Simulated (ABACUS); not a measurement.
The system is Pt.

```
Pt
1.0
    -1.96090    0.00000    1.96090
     0.00000    1.96090    1.96090
    -1.96090    1.96090    0.00000
Pt
1
Direct
  0.00000 0.00000 0.00000
```

* Program: ABACUS 3.10.1
* Task: relaxation of cell and atoms
* Functional: RPBE
* Potentials or basis: PseudoDojo NC SR 0.5 PBE stringent
* Cutoff: 1143 eV
* Density cutoff: 4572 eV
* Basis: plane waves
* k mesh: 10 × 10 × 10
* Occupations: fermi-dirac, width 0.05 eV
* Spin: no spin polarisation

At the start: pressure 13.8 GPa; volume 15.08 Å³/atom.

Question: Where does the relaxation end?

Answer: Over 6 steps the energy falls by 32.1 meV/atom and the volume is 15.87 Å³/atom (+5.2 %); space group Fm-3m (No. 225, to 0.05 Å).

Step by step:
| step | energy change (eV) | largest force (eV/Å) | pressure (GPa) | volume (Å³) |
| --- | --- | --- | --- | --- |
| 1 | 0.0000 | 0.0000 | 13.78 | 15.08 |
| 2 | 0.1545 | 0.0000 | -22.08 | 18.21 |
| 3 | -0.0320 | 0.0000 | -0.74 | 15.92 |
| 4 | -0.0320 | 0.0000 | -0.73 | 15.92 |
| 5 | -0.0317 | 0.0000 | 1.51 | 15.77 |
| 6 | -0.0321 | 0.0000 | 0.00 | 15.87 |

Final structure:
```
Pt
1.0
    -1.99459    0.00000    1.99459
     0.00000    1.99459    1.99459
    -1.99459    1.99459    0.00000
Pt
1
Direct
  0.00000 0.00000 0.00000
```

Caveat: the potentials were made for another functional, which shifts forces and pressure.
